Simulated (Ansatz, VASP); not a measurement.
# Two plane-wave programs on KI

The input INCAR:

```
SYSTEM = KI
PREC = Accurate
ENCUT = 600
EDIFF = 1E-6
ISMEAR = -1
SIGMA = 0.05
LREAL = .FALSE.
LASPH = .TRUE.
NELM = 80
ALGO = Fast
ISIF = 3
LWAVE = .FALSE.
LCHARG = .FALSE.
GGA = PS
IBRION = 2
NSW = 40
EDIFFG = -0.005
```

Contents of KPOINTS:

```
regular mesh
0
G
  7 7 7
  0 0 0
```

Contents of POSCAR:

```
KI
1.0
    0.0000000000      3.5327750000      3.5327750000
    3.5327750000      0.0000000000      3.5327750000
    3.5327750000      3.5327750000      0.0000000000
I K
1 1
Direct
    0.5000000000      0.5000000000      0.5000000000
    0.0000000000      0.0000000000      0.0000000000
```

Contents of input.yaml:

```yaml
crystal:
  lattice:
    - [0.0, 3.532775, 3.532775]
    - [3.532775, 0.0, 3.532775]
    - [3.532775, 3.532775, 0.0]
  atoms:
    - { symbol: I, position: [0.5, 0.5, 0.5] }
    - { symbol: K, position: [0.0, 0.0, 0.0] }
hamiltonian:
  xc: pbesol
  pseudopotentials: { kind: paw }
kpoints:
  mp_grid: { grid: [7, 7, 7] }
scf:
  occupations: { method: fermi_dirac, width: 0.05 }
output:
  forces: true
  stress: true
  eigenvalues: true
relax:
  f_tol: 0.01
  max_steps: 40
  cell: { stress_tol: 0.05 }
```

Alike in both runs: task relaxation of cell and atoms; functional PBEsol; k mesh 7 × 7 × 7; occupations fermi-dirac, width 0.05 eV; no spin polarisation.

|  | VASP | Ansatz |
| --- | --- | --- |
| version | VASP 6.6.1 | Ansatz 0.2.0 |
| potentials or method | VASP PAW PBE potentials, release 64 (I, K_sv) | Ansatz PAW |
| plane-wave cutoff (eV) | 600 | 420 |
| valence electrons in the cell | 16 | 26 |

VASP gave:

```
gap on the k mesh at the Fermi level, each at its own relaxed structure (eV) : 3.86
relaxed volume (Å³/atom)                                                     : 43.16
relaxed cell length with the largest relative difference (Å)                 : 4.961
```

Which values does Ansatz return?

gap on the k mesh at the Fermi level, each at its own relaxed structure (eV): 3.87; relaxed volume (Å³/atom): 42.97; relaxed cell length with the largest relative difference (Å): 4.953.

The two sets of potentials don't hold the same shells in valence.

Caveats: spin-orbit coupling is left out, which moves the levels of the heavy elements; the PAW data sets were made with another functional, which shifts forces and pressure a little (VASP); odd divisions of the mesh miss points on the zone boundary, where band edges often lie, so the gap on the mesh can be too wide (Ansatz); the plane-wave basis is chosen anew once the cell has moved, so the energies of steps on either side of that aren't comparable (Ansatz); the PAW data sets come from PBE, with cores solved anew for the run's functional, which leaves a small shift of forces and pressure (Ansatz). Expect the measured gap to be larger: semilocal functionals such as PBEsol lack the derivative discontinuity.
